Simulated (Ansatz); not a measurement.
The cell is built from the fluorite type as a first guess.

WSe2: DFT, PBE, PAW with Ansatz's default frozen-core files, scalar-relativistic (Ansatz 0.2.0).

The relaxation starts from this cell:

```xyz
3
Lattice="0.0000 2.9747 2.9747 2.9747 0.0000 2.9747 2.9747 2.9747 0.0000" Properties=species:S:1:pos:R:3 pbc="T T T"
W     0.0000    0.0000    0.0000
Se    1.4873    1.4873    1.4873
Se    4.4620    4.4620    4.4620
```

Output:

```
Engine: ansatz 0.2.0
Pseudopotentials: kind: paw
Pseudopotential: W, paw, valence charge 14, recommended cutoff 420 eV (normal)
Pseudopotential: Se, paw, valence charge 16, recommended cutoff 420 eV (normal)
Functional definition: PBE
  parameter kappa = 0.804
  parameter beta = 0.06672455060314922
  exchange = pbe_x(kappa = kappa, mu = beta*pi^2/3)
  correlation = pbe_c(beta = beta)
Crystal: 3 atoms, lattice volume = 52.644 Å³
Basis set: ecut = 420 eV, 965 PW (Γ), exchange–correlation on 60×60×60 points (8 copies of the dense FFT grid, shifted against one another)
Bands: 28, of which v1, the nominal top of the filled ones, is band 23 counted from 1 (22 counted from 0)
Symmetry: 48 space group operations
Space group: Fm-3m (ITA 225), of the structure as read, at distance tolerance 3.7e-5 Å
k-points: 56 of 1331
Non-local potential: W, projectors of the file, l = 0: 3, l = 1: 2, l = 2: 2, l = 3: 1
Non-local potential: Se, projectors of the file, l = 0: 2, l = 1: 2, l = 2: 3, l = 3: 1
PAW form: soft (Blöchl's): semilocal exchange-correlation on the pseudo side does not see the compensation charge
PAW one-centre angular grid: W, 590 points (default); XC on 64 Gauss nodes
PAW one-centre angular grid: Se, 590 points (default); XC on 64 Gauss nodes
Initial density: superposition of atomic densities (neutral atoms: chi_scale 0, normalization atom), corrected by the library's trained network
Initial wavefunctions: pseudopotential atomic-orbital guess
Functional: x = pbe(κ = 0.804, μ = 0.2195149727645171), c = pbe(β = 0.06672455060314922)
SCF iter   1: F=—  HF=-21321.864524 eV  |F-HF|=—  |Δ(HF+E_count)|=         —  Δρ=1.11e-2  dr2=7.66e-2  ethr=1.77e-3  ⟨swp⟩=5.9  Hψ=6475  notcnv=0
preconditioner: auto → LDOS  [metal: Δε(μ)=0.026 eV  Ē_g=9.274 eV  σ=0.050 eV  W_gap=0.13  n_scr=14 (ndim 8)  ℏωp=21.7 eV  f_vac=0.043  D(μ)=3.76/eV (n_scr^D=50)  β→1.0]
SCF iter   2: F=—  HF=-21321.855237 eV  |F-HF|=—  |Δ(HF+E_count)|=   9.29e-3  Δρ=2.81e-3  dr2=3.20e-3  ethr=1.66e-4  ⟨swp⟩=2.0  Hψ=2263  notcnv=0  defer=1
SCF iter   3: F=—  HF=-21321.856096 eV  |F-HF|=—  |Δ(HF+E_count)|=   8.59e-4  Δρ=1.16e-3  dr2=1.37e-3  ethr=6.96e-6  ⟨swp⟩=2.0  Hψ=2823  notcnv=0  defer=1
SCF iter   4: F=—  HF=-21321.855774 eV  |F-HF|=—  |Δ(HF+E_count)|=   3.22e-4  Δρ=2.27e-4  dr2=2.06e-5  ethr=2.97e-6  ⟨swp⟩=2.0  Hψ=2791  notcnv=0  defer=1
SCF iter   5: F=—  HF=-21321.855766 eV  |F-HF|=—  |Δ(HF+E_count)|=   7.72e-6  Δρ=4.56e-5  dr2=6.32e-7  ethr=4.47e-8  ⟨swp⟩=2.0  Hψ=2825  notcnv=0  defer=1
SCF iter   6: F=-21321.855766 eV  HF=-21321.855766 eV  |F-HF|=5.83e-8  |Δ(HF+E_count)|=   2.40e-7  Δρ=1.14e-5  dr2=5.00e-8  ethr=2.17e-10  ⟨swp⟩=5.1  Hψ=6502  notcnv=0
SCF 1 converged in 6 iterations: F = -21321.855766 eV  dr2 = 5.00e-8
  greatest PAW one-centre occupation: 1.000 electrons in one spin orbital (limit 2), on the Se atom at site 2 (counted from 0), in its partial waves of l = 2
relax step   1: F+E_penalty+E_count = -21321.85576590 eV  Δ(F+E_penalty+E_count) = +0.000e0 eV  max|allowed force component| = 1.002e-17 eV/Å  Δτ_max = 0.0000 Å  P = +20.544 GPa  Ω = 52.644 Å³  (6 SCF iters, dr2 threshold 1.00e-7 eV, accepted)
Crystal: 3 atoms, lattice volume = 60.725 Å³
Basis set: ecut = 420 eV, 1243 PW (Γ), exchange–correlation on 60×60×60 points (8 copies of the dense FFT grid, shifted against one another)
Initial density: handed on by an earlier stage of this run
Initial wavefunctions: those handed on with the density
iter 1 solved again at ethr=9.36e-4 eV; its pass at ethr=3.10e-3 eV (dr2=4.30e-1 eV) is discarded
SCF iter   1: F=—  HF=-21322.323054 eV  |F-HF|=—  |Δ(HF+E_count)|=         —  Δρ=1.69e-2  dr2=4.27e-1  ethr=9.36e-4  ⟨swp⟩=1.0  Hψ=9443  notcnv=0
preconditioner: auto → LDOS  [metal: Δε(μ)=0.050 eV  Ē_g=8.456 eV  σ=0.050 eV  W_gap=0.24  n_scr=14 (ndim 8)  ℏωp=20.2 eV  f_vac=0.064  D(μ)=4.61/eV (n_scr^D=58)  β→1.0]
SCF iter   2: F=—  HF=-21322.247336 eV  |F-HF|=—  |Δ(HF+E_count)|=   7.57e-2  Δρ=8.95e-3  dr2=3.14e-2  ethr=9.29e-4  ⟨swp⟩=3.0  Hψ=2257  notcnv=0
SCF iter   3: F=—  HF=-21322.250926 eV  |F-HF|=—  |Δ(HF+E_count)|=   3.59e-3  Δρ=3.40e-3  dr2=1.42e-2  ethr=6.82e-5  ⟨swp⟩=2.1  Hψ=2723  notcnv=0
SCF iter   4: F=—  HF=-21322.250533 eV  |F-HF|=—  |Δ(HF+E_count)|=   3.93e-4  Δρ=1.25e-3  dr2=2.12e-3  ethr=3.08e-5  ⟨swp⟩=2.0  Hψ=2161  notcnv=0
SCF iter   5: F=—  HF=-21322.249548 eV  |F-HF|=—  |Δ(HF+E_count)|=   9.85e-4  Δρ=2.75e-4  dr2=8.81e-5  ethr=4.60e-6  ⟨swp⟩=2.0  Hψ=2814  notcnv=0
SCF iter   6: F=—  HF=-21322.249530 eV  |F-HF|=—  |Δ(HF+E_count)|=   1.75e-5  Δρ=5.14e-5  dr2=2.82e-6  ethr=1.91e-7  ⟨swp⟩=2.0  Hψ=2831  notcnv=0
SCF iter   7: F=-21322.249530 eV  HF=-21322.249530 eV  |F-HF|=7.25e-9  |Δ(HF+E_count)|=   1.04e-7  Δρ=3.96e-6  dr2=8.77e-9  ethr=6.52e-10  ⟨swp⟩=5.2  Hψ=6992  notcnv=0
SCF 2 converged in 7 iterations: F = -21322.249530 eV  dr2 = 8.77e-9
relax step   2: F+E_penalty+E_count = -21322.24952999 eV  Δ(F+E_penalty+E_count) = -3.938e-1 eV  max|allowed force component| = 4.703e-17 eV/Å  Δτ_max = 0.0000 Å  P = -2.094 GPa  Ω = 60.725 Å³  energy of the carried Pulay correction = -1.592e-3 eV  (7 SCF iters, dr2 threshold 3.00e-7 eV, accepted)
Crystal: 3 atoms, lattice volume = 59.875 Å³
Basis set: ecut = 420 eV, 1211 PW (Γ), exchange–correlation on 60×60×60 points (8 copies of the dense FFT grid, shifted against one another)
iter 1 solved again at ethr=7.39e-6 eV; its pass at ethr=3.10e-3 eV (dr2=3.40e-3 eV) is discarded
SCF iter   1: F=—  HF=-21322.256979 eV  |F-HF|=—  |Δ(HF+E_count)|=         —  Δρ=1.51e-3  dr2=3.33e-3  ethr=7.39e-6  ⟨swp⟩=2.0  Hψ=7750  notcnv=0
preconditioner: auto → LDOS  [metal: Δε(μ)=0.059 eV  Ē_g=8.422 eV  σ=0.050 eV  W_gap=0.27  n_scr=14 (ndim 8)  ℏωp=20.4 eV  f_vac=0.050  D(μ)=4.25/eV (n_scr^D=58)  β→1.0]
SCF iter   2: F=—  HF=-21322.256406 eV  |F-HF|=—  |Δ(HF+E_count)|=   5.73e-4  Δρ=6.78e-4  dr2=1.44e-4  ethr=7.24e-6  ⟨swp⟩=2.0  Hψ=1747  notcnv=0
SCF iter   3: F=—  HF=-21322.256444 eV  |F-HF|=—  |Δ(HF+E_count)|=   3.81e-5  Δρ=2.45e-4  dr2=7.18e-5  ethr=3.13e-7  ⟨swp⟩=2.0  Hψ=2093  notcnv=0
SCF iter   4: F=—  HF=-21322.256441 eV  |F-HF|=—  |Δ(HF+E_count)|=   3.04e-6  Δρ=9.60e-5  dr2=1.21e-5  ethr=1.56e-7  ⟨swp⟩=2.1  Hψ=2173  notcnv=0
SCF iter   5: F=—  HF=-21322.256437 eV  |F-HF|=—  |Δ(HF+E_count)|=   3.82e-6  Δρ=2.74e-5  dr2=9.62e-7  ethr=2.64e-8  ⟨swp⟩=2.0  Hψ=2806  notcnv=0
SCF iter   6: F=-21322.256437 eV  HF=-21322.256437 eV  |F-HF|=1.11e-8  |Δ(HF+E_count)|=   1.47e-7  Δρ=3.94e-6  dr2=1.64e-8  ethr=6.52e-10  ⟨swp⟩=4.8  Hψ=5859  notcnv=0
SCF 3 converged in 6 iterations: F = -21322.256437 eV  dr2 = 1.64e-8
relax step   3: F+E_penalty+E_count = -21322.25643727 eV  Δ(F+E_penalty+E_count) = -6.907e-3 eV  max|allowed force component| = 4.626e-17 eV/Å  Δτ_max = 0.0000 Å  P = -0.431 GPa  Ω = 59.875 Å³  energy of the carried Pulay correction = -1.435e-3 eV  (6 SCF iters, dr2 threshold 3.00e-7 eV, accepted)
Crystal: 3 atoms, lattice volume = 59.659 Å³
iter 1 solved again at ethr=5.23e-7 eV; its pass at ethr=3.10e-3 eV (dr2=2.40e-4 eV) is discarded
SCF iter   1: F=—  HF=-21322.256787 eV  |F-HF|=—  |Δ(HF+E_count)|=         —  Δρ=3.97e-4  dr2=2.28e-4  ethr=5.23e-7  ⟨swp⟩=2.0  Hψ=7509  notcnv=0
preconditioner: auto → LDOS  [metal: Δε(μ)=0.054 eV  Ē_g=8.453 eV  σ=0.050 eV  W_gap=0.25  n_scr=14 (ndim 8)  ℏωp=20.4 eV  f_vac=0.050  D(μ)=4.25/eV (n_scr^D=58)  β→1.0]
SCF iter   2: F=—  HF=-21322.256757 eV  |F-HF|=—  |Δ(HF+E_count)|=   3.01e-5  Δρ=1.77e-4  dr2=9.52e-6  ethr=4.96e-7  ⟨swp⟩=2.0  Hψ=1745  notcnv=0
SCF iter   3: F=—  HF=-21322.256759 eV  |F-HF|=—  |Δ(HF+E_count)|=   2.10e-6  Δρ=6.41e-5  dr2=4.91e-6  ethr=2.07e-8  ⟨swp⟩=2.0  Hψ=2146  notcnv=0
SCF iter   4: F=—  HF=-21322.256759 eV  |F-HF|=—  |Δ(HF+E_count)|=   2.01e-7  Δρ=2.49e-5  dr2=8.16e-7  ethr=1.07e-8  ⟨swp⟩=2.1  Hψ=2232  notcnv=0
SCF iter   5: F=-21322.256759 eV  HF=-21322.256759 eV  |F-HF|=5.42e-8  |Δ(HF+E_count)|=   2.61e-7  Δρ=7.08e-6  dr2=6.47e-8  ethr=6.52e-10  ⟨swp⟩=4.8  Hψ=5833  notcnv=0
SCF 4 converged in 5 iterations: F = -21322.256759 eV  dr2 = 6.47e-8
relax step   4: F+E_penalty+E_count = -21322.25675888 eV  Δ(F+E_penalty+E_count) = -3.216e-4 eV  max|allowed force component| = 5.243e-17 eV/Å  Δτ_max = 0.0000 Å  P = +0.014 GPa  Ω = 59.659 Å³  energy of the carried Pulay correction = -1.395e-3 eV  (5 SCF iters, dr2 threshold 3.00e-7 eV, accepted)
Initial wavefunctions: pseudopotential atomic-orbital guess (no wavefunctions were taken with the density)
iter 1 solved again at ethr=8.69e-8 eV; its pass at ethr=3.10e-3 eV (dr2=4.00e-5 eV) is discarded
SCF iter   1: F=—  HF=-21322.248358 eV  |F-HF|=—  |Δ(HF+E_count)|=         —  Δρ=1.43e-3  dr2=3.20e-5  ethr=8.69e-8  ⟨swp⟩=3.1  Hψ=10049  notcnv=0
preconditioner: auto → LDOS  [metal: Δε(μ)=0.016 eV  Ē_g=8.455 eV  σ=0.050 eV  W_gap=0.08  n_scr=14 (ndim 8)  ℏωp=20.4 eV  f_vac=0.050  D(μ)=4.26/eV (n_scr^D=58)  β→1.0]
SCF iter   2: F=—  HF=-21322.257878 eV  |F-HF|=—  |Δ(HF+E_count)|=   9.52e-3  Δρ=4.18e-5  dr2=2.05e-6  ethr=6.96e-8  ⟨swp⟩=2.0  Hψ=2095  notcnv=0
SCF iter   3: F=—  HF=-21322.257878 eV  |F-HF|=—  |Δ(HF+E_count)|=   8.39e-7  Δρ=1.57e-5  dr2=2.03e-7  ethr=4.47e-9  ⟨swp⟩=2.0  Hψ=2805  notcnv=0
SCF iter   4: F=—  HF=-21322.257878 eV  |F-HF|=—  |Δ(HF+E_count)|=   1.36e-7  Δρ=1.16e-5  dr2=1.66e-7  ethr=4.41e-10  ⟨swp⟩=2.0  Hψ=2799  notcnv=0
SCF iter   5: F=—  HF=-21322.257878 eV  |F-HF|=—  |Δ(HF+E_count)|=   5.11e-8  Δρ=3.28e-6  dr2=1.27e-8  ethr=3.60e-10  ⟨swp⟩=2.0  Hψ=2609  notcnv=0
SCF iter   6: F=—  HF=-21322.257878 eV  |F-HF|=—  |Δ(HF+E_count)|=   1.19e-9  Δρ=6.07e-7  dr2=3.68e-10  ethr=2.76e-11  ⟨swp⟩=3.0  Hψ=2877  notcnv=0
SCF iter   7: F=-21322.257878 eV  HF=-21322.257878 eV  |F-HF|=2.18e-11  |Δ(HF+E_count)|=  3.64e-12  Δρ=1.46e-7  dr2=2.23e-11  ethr=1.00e-12  ⟨swp⟩=4.9  Hψ=7893  notcnv=0
SCF 5 converged in 7 iterations: F = -21322.257878 eV  dr2 = 2.23e-11
relax step   5: F+E_penalty+E_count = -21322.25787769 eV  Δ(F+E_penalty+E_count) = -1.119e-3 eV  max|allowed force component| = 3.238e-17 eV/Å  Δτ_max = 0.0000 Å  P = +0.002 GPa  Ω = 59.659 Å³  stress off target by 1.97e-3 GPa  SCF on the basis re-selected at this cell (its energy is not comparable with the rows above)  (7 SCF iters)
basis re-selected at this cell: Δ(F+E_penalty+E_count) = -1.119e-3 eV, ΔP = -0.012 GPa vs the last step (what re-selecting the basis moved, of the pressure what is left beyond the Pulay correction that the steps carried, after the strain that the cell walked since its last selection, with what the two solves' SCF thresholds leave and, on support functions, any second-order correction that the steps lacked; it is no measure of the basis error at this ecutwfc). This SCF's stress stands 1.97e-3 GPa from its target on what of the cell is left free (relax.cell.stress_tol is 5.00e-2 GPa) and its largest allowed force component is 3.24e-17 eV/Å (relax.f_tol is 5.00e-3 eV/Å): within both
SCF converged after 7 iterations
Free energy (F): -21322.257878 eV
Harris-Foulkes:  -21322.257878 eV  (|F-HF|=2.18e-11)
Internal energy: -21322.222257 eV  (E = F + TS)
E sigma→0 (E₀):  -21322.240067 eV
Entropy (-TS):   -0.035621 eV (-11.874 meV/atom)
Fermi energy:    13.545303 eV
--- Per-component energies (eV) ---
  E_band       = -818.721722
  E_kinetic    = 687.146429
  E_local      = -5228.187221  (includes V_loc(G=0)·N_el)
  E_nonlocal   = -1187.040702
  E_hartree    = 2517.082330
  E_xc         = -474.600254
  E_vxc        = -434.398030  (∫ρ·V_xc dr)
  E_paw        = -12387.010685  (= ΣΔE_a)
  E_vpaw       = 309.594352  (= ΣTr[D̂ρ^β])
  E_aug_tail   = -0.001221  (compensation charges beyond the density's cutoff)
  E_ewald      = -5249.610932
  E_smearing   = -0.035621  (= −TS)
  E_closure    = 0.000000  (closes the sum)
  Σ components = -21322.257878   (vs F -21322.257878, Δ=0.00e0)
--- Forces (eV/Å), atoms counted from 1 ---
  atom   1  W     -0.00000000    -0.00000000    -0.00000000
  atom   2  Se     0.00000000     0.00000000     0.00000000
  atom   3  Se    -0.00000000    -0.00000000    -0.00000000
  max |Σ_I F_I| component: 6.94e-18 eV/Å
--- Stress (GPa, compression-positive) ---
        0.001966       0.000000       0.000000
        0.000000       0.001966       0.000000
        0.000000       0.000000       0.001966
  P = ⅓ Tr σ = 0.0020 GPa (0.020 kbar)
--- Relaxed structure (4 steps of the walk, 4 accepted, 1 SCFs on fresh bases) ---
  F+E_penalty+E_count = -21322.25787769 eV   max|allowed force component| = 3.238e-17 eV/Å   (the final SCF, on the basis selected at the relaxed cell)
  cell:  # Å, volume = 59.6592 Å³
    - [-6.114446439474708e-34, 3.101337631756476, 3.101337631756476]
    - [3.101337631756476, -3.566760423026913e-34, 3.101337631756476]
    - [3.101337631756476, 3.101337631756476, -1.528611609868677e-34]
  atoms:
    - { symbol: W, position: [1.629857349072695e-33, -1.5955463375604187e-33, -1.729558797758653e-33] }
    - { symbol: Se, position: [0.25, 0.25, 0.25] }
    - { symbol: Se, position: [0.75, 0.75, 0.75] }
```
